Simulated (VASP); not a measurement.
Set up this calculation in VASP 6.6.1, as the native input.

```
Task                   : relaxation of cell and atoms
Functional             : r2SCAN
Potentials or basis    : VASP PAW PBE potentials, release 64 (Ga_d, N)
Cutoff                 : 600 eV
k mesh                 : 10 × 10 × 10
Occupations            : gaussian, width 0.03 eV
Spin                   : no spin polarisation
Further INCAR settings : ALGO = Normal; EDIFF = 1e-07; IBRION = 2; EDIFFG = -0.005; NSW = 90; ISIF = 3
```

The structure of GaN lies in POSCAR:

```
GaN                                     
1.0
    0.0000000000      2.2535006075      2.2535006075
    2.2535006075      0.0000000000      2.2535006075
    2.2535006075      2.2535006075      0.0000000000
  Ga              N             
     1     1
Direct
     0.0000000000000000    0.0000000000000000    0.0000000000000000
     0.7500000000000000    0.7500000000000000    0.7500000000000000
```

The cell is a database's computed one.

These files were run (other wordings do the same):

INCAR

```
SYSTEM = GaN
ALGO     = Normal         ! electronic algorithm
EDIFF    = 1E-7           ! SCF threshold, eV
EDIFFG   = -0.005         ! ionic threshold
ENCUT    = 600            ! plane-wave cutoff, eV
IBRION   = 2              ! ionic algorithm
ISIF     = 3              ! what is computed and relaxed
ISMEAR   = 0              ! smearing method
LASPH    = .TRUE.         ! aspherical terms in the spheres
LCHARG   = .FALSE.        ! write CHGCAR
LMIXTAU  = .TRUE.       
LREAL    = .FALSE.        ! projectors in reciprocal space
LWAVE    = .FALSE.        ! write WAVECAR
METAGGA  = R2SCAN         ! meta-GGA
NELM     = 80             ! most SCF steps
NSW      = 90             ! ionic steps
PREC     = Accurate       ! precision mode
SIGMA    = 0.03           ! smearing width, eV
```

KPOINTS

```
k-points
0
G
  10 10 10
  0 0 0
```

Potentials or basis: VASP PAW PBE potentials, release 64 (Ga_d, N).

The run is started by

```bash
$ cat potpaw_PBE.64/Ga_d/POTCAR potpaw_PBE.64/N/POTCAR > POTCAR
$ mpirun -np 1 vasp_std > vasp.out
```

Results of the run:

```
Pressure after relaxing : 0.0 GPa
Band gap on the k mesh  : 2.12 eV, direct
```

Caveat: the relaxation stopped at its first step, so nothing moved; the PAW data sets were made with another functional, which shifts forces and pressure a little.

Run time: 3 min on 1 thread of Intel(R) Xeon(R) Platinum 8375C CPU @ 2.90GHz (Ice Lake), on a shared host, peak memory 0.17 GiB.
